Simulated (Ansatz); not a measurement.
# PbF2: the band gap up the ladder of functionals

An exercise on one series of results from a longer session: the logs are not shown, and one member is left open.

Program: Ansatz 0.2.0. PAW datasets, plane waves. Spin-unpolarised throughout; all numbers are computed.

**The system as given**

The cell was relaxed beforehand with r2SCAN.

Space group Fm-3m (No. 225), cubic; a = 5.921 Å in the conventional setting, 17.30 Å³ an atom. Around Pb lie 8 F at 2.56 Å; around F lie 4 Pb at 2.56 Å.

As a file:

```cif
data_structure
_symmetry_space_group_name_H-M 'P 1'
_symmetry_Int_Tables_number 1
_cell_length_a 4.1867
_cell_length_b 4.1867
_cell_length_c 4.1867
_cell_angle_alpha 60.000
_cell_angle_beta 60.000
_cell_angle_gamma 60.000
_cell_volume 51.89
loop_
_atom_site_label
_atom_site_type_symbol
_atom_site_fract_x
_atom_site_fract_y
_atom_site_fract_z
_atom_site_occupancy
Pb1 Pb 0.00000 0.00000 0.00000 1
F1 F 0.25000 0.25000 0.25000 1
F2 F 0.75000 0.75000 0.75000 1
```

The first run:

input.yaml reads:

```yaml
crystal:
  lattice:
    - [0.0, 2.9604381116, 2.9604381116]
    - [2.9604381116, 0.0, 2.9604381116]
    - [2.9604381116, 2.9604381116, 0.0]
  atoms:
    - { symbol: Pb, position: [0.0, 0.0, 0.0] }
    - { symbol: F, position: [0.25, 0.25, 0.25] }
    - { symbol: F, position: [0.75, 0.75, 0.75] }
kpoints:
  mp_grid: { grid: [8, 8, 8] }
  band_path:
    path:
      - [[0.0, 0.0, 0.0], [0.5, 2.409616609791e-34, 0.5], [0.625, 0.25, 0.625]]
      - [[0.375, 0.375, 0.75], [0.0, 0.0, 0.0], [0.5, 0.5, 0.5], [0.5, 0.25, 0.75], [0.5, 2.409616609791e-34, 0.5]]
    npoints: 10
hamiltonian:
  xc: pbe
scf:
  occupations: { method: fermi_dirac, width: 0.02 }
  n_extra_bands: 4
output:
  forces: true
  stress: true
  eigenvalues: true
```

The run is started by

```console
$ ansatz run input.yaml --threads 4 --pin off --max-ram 7372MiB --backend cpu --events-out ev --progress --plain --runs-dir out
```

Among the steps run: Band structure with PBE; r2SCAN at the same geometry; HSE06; Single point with PBE+SOC; Single point with PBE0; Single point with LDA; One-shot GW from PBE; DDH-PBE0; HSE06+SOC; Hartree-Fock; r2SCANh at the same geometry.

One of the session's tables, all rows but one given; the rest of the session is left out.

```
                     level  gap (eV)
                       PBE      4.42
                    r2SCAN         ?
                     HSE06      5.73
                   PBE+SOC      4.04
                      PBE0      6.45
                       LDA      4.26
G0W0@PBE (154 empty bands)      6.27
G0W0@PBE (384 empty bands)      6.49
                  DDH-PBE0      6.86
                 HSE06+SOC      5.34
              Hartree-Fock     12.63
                   r2SCANh      5.68
```

**Question.** Estimate the row for r2SCAN.

As computed: gap (eV): 4.93. In the column «gap (eV)» it lies between PBE (4.42) and HSE06+SOC (5.34).

Meshes: PBE 8×8×8, r2SCAN 8×8×8, HSE06 6×6×6, PBE+SOC 8×8×8, PBE0 6×6×6, LDA 8×8×8, DDH-PBE0 6×6×6, HSE06+SOC 4×4×4, Hartree-Fock 6×6×6, r2SCANh 6×6×6

What this shows: The gap runs from 4.04 eV (PBE+SOC) to 12.63 eV (Hartree-Fock). Against G0W0@PBE, PBE is short by 2.07 eV, at 68 % of it, and r2SCAN 76 %. PBE0 lies 0.72 eV above HSE06, which differs from it by screening the long-range exchange. Hartree-Fock lies above G0W0@PBE by 6.1 eV. G0W0 values are finite-basis, finite-mesh values.

Caveats from the session: Warnings in the runs' records: stress exchange threshold loose, stress scf threshold loose.
